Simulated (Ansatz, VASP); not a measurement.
Cd in VASP and in Ansatz

```
CELL_PARAMETERS angstrom
12.00000 0.00000 0.00000
0.00000 12.80000 0.00000
0.00000 0.00000 4.66718
ATOMIC_POSITIONS crystal
Cd 0.35404 0.42219 0.25000
Cd 0.64596 0.42219 0.25000
Cd 0.50000 0.65380 0.25000
Cd 0.50000 0.34620 0.75000
Cd 0.35404 0.57781 0.75000
Cd 0.64596 0.57781 0.75000
```

Alike in both runs: functional PBE; k mesh 1 × 1 × 6; occupations gaussian, width 0.05 eV; no spin polarisation.

Ansatz relaxed the structure, and its values are those at the end. VASP's run is a single point on that final structure, the one shown.

|  | VASP | Ansatz |
| --- | --- | --- |
| version | VASP 6.6.1 | Ansatz 0.2.0 |
| potentials or method | VASP PAW PBE potentials, release 64 (Cd) | scalar-relativistic, plane waves, PAW |
| plane-wave cutoff (eV) | 520 | 420 |
| valence electrons in the cell | 72 | 120 |

|  | VASP | Ansatz | Ansatz less VASP |
| --- | --- | --- | --- |
| gap on the k mesh at the Fermi level (eV) | 0.09 | 0.09 | -0.001 |
| least direct gap on the mesh (eV) | 1.00 | 1.00 | -0.001 |
| rms of the force components (eV/Å) | 0.009 | 0.001 | -0.0078 |

The two sets of potentials don't hold the same shells in valence. Ansatz warned: «xc_potential_rough_in_thin_density».
